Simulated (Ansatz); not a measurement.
# BN: the cost of one run

Method: DFT PBE+D3(BJ), scalar-relativistic, plane waves, PAW, in Ansatz 0.2.0.

11 further runs of the same task are left out: 11 set aside as unsound or not needed.

## (1) Starting point

Symmetry: P-6m2, No. 187, hexagonal system. The conventional cell has a = 2.506 Å, b = 2.506 Å, c = 6.592 Å, α = 90.00°, β = 90.00°, γ = 120.00°. Around B (site symmetry -6m2) lie 3 N at 1.45 Å. N (site symmetry -6m2) is surrounded by 3 B at 1.45 Å.

Coordinates:

```cif
data_structure
_symmetry_space_group_name_H-M 'P 1'
_symmetry_Int_Tables_number 1
_cell_length_a 2.5061
_cell_length_b 2.5061
_cell_length_c 6.5924
_cell_angle_alpha 90.000
_cell_angle_beta 90.000
_cell_angle_gamma 120.000
_cell_volume 35.86
loop_
_atom_site_label
_atom_site_type_symbol
_atom_site_fract_x
_atom_site_fract_y
_atom_site_fract_z
_atom_site_occupancy
B1 B 0.00000 0.00000 0.50000 1
B2 B 0.33333 0.66667 0.00000 1
N1 N 0.00000 0.00000 0.00000 1
N2 N 0.66667 0.33333 0.50000 1
```

It is the result of an earlier relaxation at this level (volume 8.96 Å³/atom; gap on the mesh: 4.36 eV).

## (2) Plan of the line

The energy is mapped over a normal mode and a strain (zone-centre modes of the cell shown) (x along [1 0 0], y along [1 2 0], z along [0 0 1] of the conventional cell).

First coordinate, amplitude of mode 4 (47 cm⁻¹), largest displacement in the unstrained cell: 11 values from −0.434 Å. Second coordinate, normal strain along x: 7 values from −7.00 %.

Nothing else is relaxed (the pattern is fixed in fractional coordinates). Energies count from the relaxed high-symmetry cell. Points are written as (first, second).

The modes come from a phonon run on the reference cell, made beforehand.

The patterns, per unit of each coordinate (Å):

| atom | x1 | y1 | z1 |
| --- | --- | --- | --- |
| B1 | 0.998 | 0.000 | 0.000 |
| B2 | -1.000 | 0.000 | 0.000 |
| N3 | -0.995 | 0.000 | 0.000 |
| N4 | 0.997 | 0.000 | 0.000 |

## (3) Grid point (−0.434 Å, −2.33 %)

Input file input.yaml:

```yaml
crystal:
  lattice:
    - [2.447720356, 0.0, 0.0]
    - [-1.223860178, 2.1703573356, 0.0]
    - [0.0, 0.0, 6.592399887]
  atoms:
    - { symbol: B, position: [-0.1728768184, 0.0, 0.5] }
    - { symbol: B, position: [0.506509897, 0.6666666667, 0.0] }
    - { symbol: "N", position: [0.1723419976, 0.0, 0.0] }
    - { symbol: "N", position: [0.4940933386, 0.3333333333, 0.5] }
basis:
  ecutwfc: 520.0
kpoints:
  mp_grid: { grid: [12, 12, 4] }
hamiltonian:
  xc: pbe
  dispersion: d3bj
scf:
  occupations: { method: methfessel_paxton, width: 0.05 }
output:
  forces: true
  stress: true
  eigenvalues: true
```

Command:

```sh
ansatz run input.yaml --threads 1 --pin off --max-ram 2048MiB --backend cpu --events-out ev --progress --plain --runs-dir out
```

Q: Estimate wall time and peak memory on 1 thread of Arm Neoverse V1, shared host.

About 11 s, with a peak of 0.41 GiB.
